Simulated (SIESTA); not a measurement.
Crystal: V.

```
V
1.0
    -1.51435    1.51435    1.51435
     1.51435   -1.51435    1.51435
     1.51435    1.51435   -1.51435
V
1
Direct
  0.00000 0.00000 0.00000
```

Base run:

| Property | Result |
| --- | --- |
| Program | SIESTA 5.4.2 |
| Functional | PBE |
| Potentials or basis | PseudoDojo 0.4 standard (PBE files) |
| Basis | DZP (energy shift 0.002 Ry) |
| Grid cutoff | 800 Ry |
| Energy shift | 0.002 Ry |
| k mesh | 12 × 12 × 12 |
| Occupations | fermi-dirac, width 0.05 eV |
| Spin | collinear spin, ferromagnetic start |
| Starting moments | [2.0] μB |

Its results: band gap on the k mesh none (metal or under the smearing width); pressure -5.1 GPa; net moment 0.00 μB per cell.

**Question.** After a change of settings the same cell gave: band gap on the k mesh none (metal or under the smearing width); pressure -11.0 GPa; net moment 0.00 μB per cell. Which change was it?
A. functional from PBE to vdW-DF-cx
B. basis from DZP (energy shift 0.002 Ry) to DZ (energy shift 0.01 Ry); energy shift from 0.002 Ry to 0.01 Ry
C. basis from DZP (energy shift 0.002 Ry) to DZP (energy shift 0.003 Ry; two zetas on semicore shells); energy shift from 0.002 Ry to 0.003 Ry
D. basis from DZP (energy shift 0.002 Ry) to TZP (energy shift 0.002 Ry)

**Answer.** A.

Caveats: semicore shells carry a single zeta, which can move pressures by several GPa and volumes by a few percent; the basis of atomic orbitals isn't converged, which shifts pressures, moduli and gaps; the potentials were made for another functional, which shifts forces and pressure (some runs).

Not every run made on this cell is shown here.
